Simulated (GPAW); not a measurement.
# KTaO3 (Pm-3m) in GPAW: dielectric tensor with LDA

Aim: the dielectric tensor of KTaO3 with LDA.

Program: GPAW 26.7.0. These are calculated values, not measurements. Logs are shortened: lines on timing, memory, paths and dates and some standing lists are left out, and cuts for length are marked. The log counts tension as positive stress, the text compression.

## Step 1: Starting point

It takes space group Pm-3m (No. 221, cubic). Conventional cell: a = 3.988 Å, b = 3.988 Å, c = 3.988 Å, α = 90.00°, β = 90.00°, γ = 90.00°. Ta (site symmetry m-3m) is surrounded by 6 O at 1.99 Å. Around K (site symmetry m-3m) lie 12 O at 2.82 Å. O (site symmetry 4/mmm) is surrounded by 2 Ta at 1.99 Å.

## Step 2: Dielectric tensor, LDA

The input, run.py:

```python
import numpy as np
from ase import Atoms
from ase.dft.bandgap import bandgap
from ase.io import write
from gpaw import GPAW, PW
from gpaw.response.df import DielectricFunction

atoms = Atoms(['Ta', 'K', 'O', 'O', 'O'],
              cell=[[3.9883, 0.0, 0.0],
                    [0.0, 3.9883, 0.0],
                    [0.0, 0.0, 3.9883]],
              scaled_positions=[[0.0, 0.0, 0.0],
                                [0.5, 0.5, 0.5],
                                [0.0, 0.0, 0.5],
                                [0.0, 0.5, 0.0],
                                [0.5, 0.0, 0.0]],
              pbc=True)

calc = GPAW(mode=PW(600),
            xc='LDA',
            kpts={'size': (6, 6, 6), 'gamma': True},
            occupations={'name': 'fermi-dirac', 'width': 0.001},
            nbands=36,
            convergence={'density': 1e-06},
            maxiter=150,
            txt='gpaw.txt')
atoms.calc = calc
energy = atoms.get_potential_energy()
calc.write('gs.gpw')
write('result.traj', atoms)
print(f'Energy: {energy:.6f} eV')
print('Fermi level:', round(calc.get_fermi_level(), 4), 'eV')
print(f'Gap: {bandgap(calc)[0]:.4f} eV, direct: {bandgap(calc, direct=True)[0]:.4f} eV')

for size in [(12, 12, 12), (17, 17, 17)]:
    name = 'x'.join(str(n) for n in size)
    dense = calc.fixed_density(kpts={'size': size, 'gamma': True},
                               nbands=66, convergence={'bands': 60, 'eigenstates': 1e-7},
                               update_fermi_level=True, txt=f'dense-{name}.txt')
    dense.write(f'{name}.gpw', mode='all')
    df = DielectricFunction(f'{name}.gpw', frequencies=np.array([0.0]), hilbert=False, eta=0.001,
                            ecut=80, nbands=60, intraband=False, txt=f'df-{name}.txt')
    for xc in ['RPA', 'LR0.1', 'Bootstrap']:
        for direction in ['x', 'y', 'z', [0, 1, 1], [1, 0, 1], [1, 1, 0]]:
            e0, e = df.get_macroscopic_dielectric_constant(xc=xc, direction=direction)
            print(f'{name} {xc} {direction}: {e0:.4f} without, {e:.4f} with local fields')
```

Potentials or basis: the program's PAW data sets (release 1.2.1) made for this functional, pw.

Launch:

```console
OMP_NUM_THREADS=1 python run.py
```

gpaw.txt:

```text
__  _  _
 | _ |_)|_||  |
 |__||  | ||/\| - 26.7.0

Input parameters:
  mode=PW(ecut=600.0),
  convergence={'density': 1e-06},
  kpts=MonkhorstPack(size=(6, 6, 6), gamma=True),
  maxiter=150,
  nbands=36,
  occupations=Occupations(name='fermi-dirac', width=0.001),
  xc=XC(name='LDA')

Diagonalizing LCAO Hamiltonian
Converting LCAO to pw mode
   .---------.
  /|         |
 * |         |
 | |         |
 | |   K     |
 O .---------.
 |O         /
 Ta---O----*

Atoms  # Å, Bohr magnetons
|   | symbol |        x |        y |        z |    initial magnetic moments |
|---|--------|----------|----------|----------|-----------------------------|
| 0 |     Ta | 0.000000 | 0.000000 | 0.000000 | ( 0.0000,  0.0000,  0.0000) |
| 1 |      K | 1.994150 | 1.994150 | 1.994150 | ( 0.0000,  0.0000,  0.0000) |
| 2 |      O | 0.000000 | 0.000000 | 1.994150 | ( 0.0000,  0.0000,  0.0000) |
| 3 |      O | 0.000000 | 1.994150 | 0.000000 | ( 0.0000,  0.0000,  0.0000) |
| 4 |      O | 1.994150 | 0.000000 | 0.000000 | ( 0.0000,  0.0000,  0.0000) |

Unit cell  # Å
| periodic |        x |        y |        z |  lengths |    angles |
|----------|----------|----------|----------|----------|-----------|
|      yes | 3.988300 | 0.000000 | 0.000000 | 3.988300 | 90.000000 |
|      yes | 0.000000 | 3.988300 | 0.000000 | 3.988300 | 90.000000 |
|      yes | 0.000000 | 0.000000 | 3.988300 | 3.988300 | 90.000000 |

Number of symmetries: 48
Symmetry operations  # r_c * U_cc + t_c -> r_c
|    | kind |            matrix            |
|----|------|------------------------------|
|  0 |  E   |  1, 0, 0,  0, 1, 0,  0, 0, 1 |
|  1 |  σ   |  1, 0, 0,  0, 1, 0,  0, 0,-1 |
|  2 |  σ   |  1, 0, 0,  0, 0, 1,  0, 1, 0 |
|  3 |  C4  |  1, 0, 0,  0, 0, 1,  0,-1, 0 |
|  4 |  C4  |  1, 0, 0,  0, 0,-1,  0, 1, 0 |
|  5 |  σ   |  1, 0, 0,  0, 0,-1,  0,-1, 0 |
|  6 |  σ   |  1, 0, 0,  0,-1, 0,  0, 0, 1 |
|  7 |  C2  |  1, 0, 0,  0,-1, 0,  0, 0,-1 |
|  8 |  σ   |  0, 1, 0,  1, 0, 0,  0, 0, 1 |
|  9 |  C2  |  0, 1, 0,  1, 0, 0,  0, 0,-1 |
| 10 |  C3  |  0, 1, 0,  0, 0, 1,  1, 0, 0 |
| 11 |  S6  |  0, 1, 0,  0, 0, 1, -1, 0, 0 |
| 12 |  S6  |  0, 1, 0,  0, 0,-1,  1, 0, 0 |
| 13 |  C3  |  0, 1, 0,  0, 0,-1, -1, 0, 0 |
| 14 |  C4  |  0, 1, 0, -1, 0, 0,  0, 0, 1 |
| 15 |  S4  |  0, 1, 0, -1, 0, 0,  0, 0,-1 |
| 16 |  C3  |  0, 0, 1,  1, 0, 0,  0, 1, 0 |
| 17 |  S6  |  0, 0, 1,  1, 0, 0,  0,-1, 0 |
| 18 |  σ   |  0, 0, 1,  0, 1, 0,  1, 0, 0 |
| 19 |  C4  |  0, 0, 1,  0, 1, 0, -1, 0, 0 |
| 20 |  C2  |  0, 0, 1,  0,-1, 0,  1, 0, 0 |
| 21 |  S4  |  0, 0, 1,  0,-1, 0, -1, 0, 0 |
| 22 |  S6  |  0, 0, 1, -1, 0, 0,  0, 1, 0 |
| 23 |  C3  |  0, 0, 1, -1, 0, 0,  0,-1, 0 |
| 24 |  S6  |  0, 0,-1,  1, 0, 0,  0, 1, 0 |
| 25 |  C3  |  0, 0,-1,  1, 0, 0,  0,-1, 0 |
| 26 |  C4  |  0, 0,-1,  0, 1, 0,  1, 0, 0 |
| 27 |  σ   |  0, 0,-1,  0, 1, 0, -1, 0, 0 |
| 28 |  S4  |  0, 0,-1,  0,-1, 0,  1, 0, 0 |
| 29 |  C2  |  0, 0,-1,  0,-1, 0, -1, 0, 0 |
| 30 |  C3  |  0, 0,-1, -1, 0, 0,  0, 1, 0 |
| 31 |  S6  |  0, 0,-1, -1, 0, 0,  0,-1, 0 |
| 32 |  C4  |  0,-1, 0,  1, 0, 0,  0, 0, 1 |
| 33 |  S4  |  0,-1, 0,  1, 0, 0,  0, 0,-1 |
| 34 |  S6  |  0,-1, 0,  0, 0, 1,  1, 0, 0 |
| 35 |  C3  |  0,-1, 0,  0, 0, 1, -1, 0, 0 |
| 36 |  C3  |  0,-1, 0,  0, 0,-1,  1, 0, 0 |
| 37 |  S6  |  0,-1, 0,  0, 0,-1, -1, 0, 0 |
| 38 |  σ   |  0,-1, 0, -1, 0, 0,  0, 0, 1 |
| 39 |  C2  |  0,-1, 0, -1, 0, 0,  0, 0,-1 |
| 40 |  σ   | -1, 0, 0,  0, 1, 0,  0, 0, 1 |
| 41 |  C2  | -1, 0, 0,  0, 1, 0,  0, 0,-1 |
| 42 |  C2  | -1, 0, 0,  0, 0, 1,  0, 1, 0 |
| 43 |  S4  | -1, 0, 0,  0, 0, 1,  0,-1, 0 |
| 44 |  S4  | -1, 0, 0,  0, 0,-1,  0, 1, 0 |
| 45 |  C2  | -1, 0, 0,  0, 0,-1,  0,-1, 0 |
| 46 |  C2  | -1, 0, 0,  0,-1, 0,  0, 0, 1 |
| 47 |  i   | -1, 0, 0,  0,-1, 0,  0, 0,-1 |

BZ-sampling:
  Number of BZ points: 216
  Number of IBZ points: 20

  Monkhorst-Pack size: [6, 6, 6]
  Monkhorst-Pack shift: [0.08333333333333333, 0.08333333333333333, 0.08333333333333333]

K-points  # in reciprocal-cell coordinates
|     |                                coordinates |     weight |
|-----|--------------------------------------------|------------|
|   0 | (  0.00000000,   0.00000000,   0.00000000) | 0.00462963 |
|   1 | (  0.16666667,   0.00000000,   0.00000000) | 0.02777778 |
|   2 | (  0.16666667,   0.16666667,   0.00000000) | 0.05555556 |
|   3 | (  0.16666667,   0.16666667,   0.16666667) | 0.03703704 |
|   4 | (  0.33333333,   0.00000000,   0.00000000) | 0.02777778 |
|   5 | (  0.33333333,   0.16666667,   0.00000000) | 0.11111111 |
|   6 | (  0.33333333,   0.16666667,   0.16666667) | 0.11111111 |
|   7 | (  0.33333333,   0.33333333,   0.00000000) | 0.05555556 |
|   8 | (  0.33333333,   0.33333333,   0.16666667) | 0.11111111 |
|   9 | (  0.33333333,   0.33333333,   0.33333333) | 0.03703704 |
| ... |                                            |            |
|  19 | (  0.50000000,   0.50000000,   0.50000000) | 0.00462963 |

Plane wave coefficients: 2176
Cutoff: 600.0 eV

Spin-components: 1 (collinear spins)
Bands:           36
Projectors:      26
Spin-degeneracy: 2
Datatype:        complex128

Parallelization:
  kpt:    1
  domain: 1
  band:   1

Density:
  Valence electrons: 40.0
  Components: 1
  Grid points: [24 24 24]
  Charge: 0.0  # |e|

Potential:
  Grid points: [24 24 24]

species:
  Ta:
    name:    Tantalum
    Z:       73.0
    valence: 13
    core:    60
    charge:  0.0  # [|e|]
    compensation charges:
      type: gauss
      rc: 0.42  # [Å]
      lmax: 2
    cutoffs:
      filter: 2.36  # [Å]
      core: 3.45  # [Å]
    projectors
    | kind |    occ | energy [eV] | rcut [Å] |
    |------|--------|-------------|----------|
    |   5s |  2.000 |     -72.979 |    1.365 |
    |   6s |  2.000 |      -5.599 |    1.365 |
    |   5p |  6.000 |     -39.590 |    1.349 |
    |   6p |  0.000 |      -1.483 |    1.349 |
    |   5d |  3.000 |      -3.794 |    1.307 |
    |    d |        |      23.417 |    1.307 |

    Using partial waves for Ta as LCAO basis

  K:
    name:    Potassium
    Z:       19.0
    valence: 9
    core:    10
    charge:  0.0  # [|e|]
    compensation charges:
      type: gauss
      rc: 0.35  # [Å]
      lmax: 2
    cutoffs:
      filter: 1.91  # [Å]
      core: 1.27  # [Å]
    projectors
    | kind |    occ | energy [eV] | rcut [Å] |
    |------|--------|-------------|----------|
    |   3s |  2.000 |     -35.177 |    1.122 |
    |   4s |  1.000 |      -2.428 |    1.122 |
    |   3p |  6.000 |     -18.839 |    1.106 |
    |    p |        |       8.373 |    1.106 |
    |    d |        |       0.000 |    0.937 |

    Using partial waves for K as LCAO basis

  O:
    name:    Oxygen
    Z:       8.0
    valence: 6
    core:    2
    charge:  0.0  # [|e|]
    compensation charges:
      type: gauss
      rc: 0.21  # [Å]
      lmax: 2
    cutoffs:
      filter: 1.17  # [Å]
      core: 0.83  # [Å]
    projectors
    | kind |    occ | energy [eV] | rcut [Å] |
    |------|--------|-------------|----------|
    |   2s |  2.000 |     -23.752 |    0.688 |
    |   2p |  4.000 |      -9.195 |    0.598 |
    |    s |        |       3.459 |    0.688 |
    |    p |        |      18.016 |    0.598 |
    |    d |        |       0.000 |    0.619 |

    Using partial waves for O as LCAO basis

Reference energy: -446346.713772  # eV

eigensolver:
  PPCG
  Converge bands: occupied
  niter=2

density mixing:
  MSR1-Mixer
  Pratt-step length: 0.05
  Maximum mixing coefficient: 0.75
  Old densities: 10
  SVD Regularization: 0.005
  Good broyden scale: 1.0
  Trust region scale: 1.0
  Backstep threshold: 4.0
  History deletion threshold: 6.0
  Fourier metric: weight=20.0, sigma=0.015

occupation numbers:
  Fermi-Dirac:
    width: 0.0010  # eV

poisson solver:
  ecut: 4800.0  # eV

xc functional:
  name: None

convergence criteria:
- Maximum integral of absolute [dens]ity change: 1e-06 electrons / valence electron
- Maximum [total energy] change in last 3 cyles: 0.0005 eV / valence electron
- Maximum integral of absolute [eigenst]ate change: 4e-08 eV^2 / valence electron
maximum number of iterations: 150

SCF iterations
|iter     | |      energy | eigst |  dens |
|---------|-|-------------|-------|-------|
|iter:   1| |  -49.333111 | +0.04 |       |
|iter:   2| |  -47.802629 | -1.67 | -0.88 |
|iter:   3| |  -44.044816 | -1.06 | -0.94 |
|iter:   4| |  -43.993994 | -2.85 | -1.56 |
|iter:   5| |  -43.977425 | -3.43 | -1.79 |
|iter:   6| |  -43.976692c| -4.72 | -2.77 |
|iter:   7| |  -43.976703c| -5.81 | -3.22 |
|iter:   8| |  -43.976705c| -7.35 | -3.80 |
|iter:   9| |  -43.976705c| -7.48c| -4.76 |
|iter:  10| |  -43.976705c| -8.55c| -5.40 |
|iter:  11| |  -43.976705c| -9.59c| -6.23c|

Converged in 11 steps
Energy contributions relative to reference atoms: (reference = -446346.713772)

Energy contributions:
  Kinetic:          26.429477
  Coulomb:         -31.518006
  Zero:             -0.346898
  External:          0.000000
  Xc:              -38.541278
  Entropy:          -0.000000
  Spinorbit:         0.000000
  ----------------------------
  Free energy:     -43.976705
  Extrapolated:    -43.976705

dipole moment: (-36.826278, -36.826278, -36.826278)  # |e|*Ang

Fermi level: 5.598
Eigenvalues  # (at kpt = [0.000, 0.000, 0.000])
| band index |      eig [eV] | occ [0-2] |
|------------|---------------|-----------|
|          0 |       -62.304 |     2.000 |
|        ... |               |           |
|         12 |         2.588 |     2.000 |
|         13 |         2.588 |     2.000 |
|         14 |         3.946 |     2.000 |
|         15 |         3.946 |     2.000 |
|         16 |         3.946 |     2.000 |
|         17 |         4.382 |     2.000 |
[... 8 lines left out ...]
|         26 |        12.809 |     0.000 |
|         27 |        12.809 |     0.000 |
|        ... |               |           |
|         35 |        24.782 |     0.000 |

Gap: 2.042 eV
Transition (v -> c):
  (s=0, k=19, n=19, [0.50, 0.50, 0.50]) -> (s=0, k=0, n=20, [0.00, 0.00, 0.00])
Direct/indirect transitions are different
Direct gap: 2.687 eV
Transition at: (s=0, k=0, n=19, [0.00, 0.00, 0.00])
# Writing to gs.gpw (mode='')
```

Run time: 16 min. Hardware: 1 thread of Arm Neoverse V1, shared host; peak memory 1.1 GiB.

What came out:

| Item | Value |
| --- | --- |
| Free energy | -43.9767 eV |
| Band gap on the k mesh | 2.04 eV, indirect (least direct gap 2.69 eV) |
| Electronic dielectric tensor (diagonal) | 4.91 |

Electronic dielectric tensor:
```
4.91 0.00 0.00
0.00 4.91 0.00
0.00 0.00 4.91
```

Caveat: the long-wavelength limit can be off by several per cent where d states take part; spin-orbit coupling is left out, which moves the levels of the heavy elements; an odd mesh through Γ misses points on the zone boundary, where band edges often lie.
